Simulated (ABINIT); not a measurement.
# Al2Pt in ABINIT: the effect of functional

Al2Pt:

```
Pt Al
1.0
     0.00000    2.95500    2.95500
     2.95500    0.00000    2.95500
     2.95500    2.95500    0.00000
Pt Al
1 2
Direct
  0.00000 0.00000 0.00000
  0.75000 0.75000 0.75000
  0.25000 0.25000 0.25000
```

Alike in all runs:

* Program: ABINIT 10.8.3 (patched build)
* Task: equation of state
* k mesh: 8 × 8 × 8
* Occupations: fermi-dirac, width 0.05 eV
* Spin: no spin polarisation

```tsv
functional	potentials or basis	cutoff	V0 of scaled cells (Å³/atom)	B0 (GPa)
LDA	JTH PAW LDA v2.0	435 eV	?	?
PBEsol	JTH PAW PBE v2.0	435 eV	17.13	139
r2SCAN	JTH PAW PBE v2.0	517 eV	17.18	139
```

Task: What does the run with functional LDA give?

Result: V0 of scaled cells 16.70 Å³/atom; B0 146 GPa.

Caveats: pressures at fixed basis lie under the slope of the energies; the PAW data sets were made with another functional, which shifts forces and pressure a little (some runs).

Runs at the PBE level aren't shown here.
